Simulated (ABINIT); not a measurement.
GaSb in ABINIT: convergence with nband

Crystal: GaSb.

```
Sb Ga
1.0
    -2.75343    2.75343    1.59071
     2.75343   -2.75343    1.59071
     2.75343    2.75343   -1.59071
Sb Ga
1 1
Direct
  0.00000 0.00000 0.00000
  0.75000 0.25000 0.50000
```

Measurements of this composition are mostly on another form, of space group No. 216.

- Program: ABINIT 10.8.3 (patched build)
- Task: single point
- Functional: PBE
- Potentials or basis: JTH PAW PBE v2.0 sp
- Cutoff: 463 eV
- k mesh: 10 × 10 × 10
- Occupations: gaussian, width 0.1 eV
- Spin: no spin polarisation

These are the settings of the first run; the series varies nband, with any setting tied to it.

Hardware: 1 thread of Intel(R) Xeon(R) Platinum 8375C CPU @ 2.90GHz (Ice Lake), with other jobs on the host.

```csv
nband,"energy less the tightest run, at zero smearing (meV/atom)",SCF cycles,CPU time (s),peak memory (GiB)
10,0.00,10,46,0.14
11,0.00,9,43,0.15
12,0.00,9,59,0.15
13,0.00,9,55,0.15
14,0.00,9,55,0.15
17,0.00,9,60,0.16
23,0.00,9,92,0.17
```

Against the tightest run, the energy stays within 1 meV/atom from 10 on. The tightest run that finished is the yardstick and may itself not be fully converged.

 The run has no spin-orbit coupling, so splittings on Sb are missing.
